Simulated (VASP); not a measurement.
Runs of VASP 6.6.1 on P. The cell holds a slab with vacuum, 4 atoms: a = 3.254 Å, b = 3.254 Å, c = 19.990 Å, α = 90.00°, β = 90.00°, γ = 120.00°. The cell was built by a generator and needn't be a form met in nature.

```csv
cell,gap on the mesh (eV),largest force (eV/Å)
"upper layer slid by (4/6, 2/6) of the cell",(c),0.13
"upper layer slid by (1/6, 2/6) of the cell",1.14,(a)
"upper layer slid by (1/6, 4/6) of the cell",(b),0.10
"upper layer slid by (0/6, 0/6) of the cell",1.03,0.34
```

Alike in all rows: task single point; level PBE+D3(BJ); potentials or basis VASP PAW PBE potentials, release 64 (P); no spin polarisation; k mesh 9 × 9 × 1; cutoff (eV) 520; smearing gaussian 0.05 eV.

**Question.** Fill in the values left out.

**Answer.** (a) 0.20; (b) 1.18; (c) 1.23.

A k mesh can miss the band edges.

Not every run made on this cell is shown here.
